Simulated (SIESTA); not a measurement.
# ZnS under changes of volume

One of the cells (20.121 Å³/atom); the others are scaled copies at fixed shape and fractional positions:

```
CELL_PARAMETERS angstrom
0.00000 2.71989 2.71989
2.71989 0.00000 2.71989
2.71989 2.71989 0.00000
ATOMIC_POSITIONS crystal
Zn 0.75000 0.75000 0.75000
S 0.00000 0.00000 0.00000
```

| Quantity | Value |
| --- | --- |
| Program | SIESTA 5.4.2 |
| Functional | PBE |
| Potentials or basis | PseudoDojo 0.4 standard (PBE files) |
| Basis | DZP (energy shift 0.003 Ry; two zetas on semicore shells) |
| Grid cutoff | 800 Ry |
| Energy shift | 0.003 Ry |
| k mesh | 9 × 9 × 9 |
| Occupations | fermi-dirac, width 0.05 eV |
| Spin | no spin polarisation |

| volume (Å³/atom) | energy over the lowest point (meV/atom) | pressure (GPa) | gap on the mesh (eV) |
| --- | --- | --- | --- |
| 18.543 | 41.71 | 8.1 | 2.85 |
| 18.938 | ? | ? | ? |
| 19.332 | 12.19 | 3.9 | 2.61 |
| 20.121 | 0.28 | 0.8 | 2.38 |
| 20.516 | 0.00 | -0.5 | 2.27 |
| 20.910 | 3.07 | -1.8 | 2.17 |

Problem. What does the run at 18.938 Å³/atom give?

Solution. Energy over the lowest point 24.16 meV/atom; pressure 6.0 GPa; gap on the mesh 2.73 eV.

Worked out: A Birch-Murnaghan fit of order 3 (a polynomial in V^(-2/3)) to the other rows has its minimum at 20.35 Å³/atom with B0 = V·E''(V) = 73 GPa and B' = 3.6. It gives 24.53 meV/atom at 18.938 Å³/atom, against the run's 24.16, and -dE/dV = 6.0 GPa, against 6.0. A straight line through the other rows of the gap, of slope -5.69 eV per unit of ln V (its deformation potential), gives 2.73 eV, against the run's 2.73.

Energies are extrapolated to zero smearing.

Caveats: short orbitals over semicore shells can move pressures by several GPa; the valence orbitals were made in a potential fitted to the semicore shell under them, which widens gaps by tenths of an eV or more; an odd mesh through Γ misses points on the zone boundary, where band edges often lie; the basis of atomic orbitals isn't converged, which shifts pressures, moduli and gaps.
